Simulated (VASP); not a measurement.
**As: single point with PBE+D3(BJ)**

As, a slab with vacuum:

```
As
1.0
     3.57162    0.00000    0.00000
    -1.78581    3.24777    0.00000
     0.00000    0.00000   28.57424
As
2
Cartesian
  0.0000 2.1736 13.6004
  1.7858 1.0741 14.9739
```

The cell isn't the ideal one: strain along y +0.050, atoms relaxed.

```
Program                : VASP 6.6.1
Task                   : single point
Functional             : PBE
Dispersion             : D3(BJ)
Potentials or basis    : VASP PAW PBE potentials, release 64 (As)
Cutoff                 : 520 eV
k mesh                 : 9 × 9 × 1
Occupations            : gaussian, width 0.02 eV
Spin                   : no spin polarisation
Dipole correction      : yes
Further INCAR settings : ALGO = Fast; EDIFF = 1e-06; NBANDS = 12
```

The largest force is 0.082 eV/Å and the band gap on the k mesh is 1.46 eV, indirect (least direct gap 1.53 eV). The dispersion energy per atom is -0.202 eV.

Forces in eV/Å, atoms in the order of the input:
```
As   0.000  0.005 -0.082
As   0.000 -0.005  0.082
```

Levels at points of the mesh, in eV from the valence-band top:
| k point | band 3 | band 4 | band 5 | band 6 | band 7 | band 8 |
| --- | --- | --- | --- | --- | --- | --- |
| (0.00, 0.00, 0.00) | -0.50 | -0.31 | 0.00 | 1.53 | 3.24 | 3.50 |

It took 67 s on 1 thread of Intel(R) Xeon(R) 6975P-C (Granite Rapids), on a shared host, peak memory 0.44 GiB.
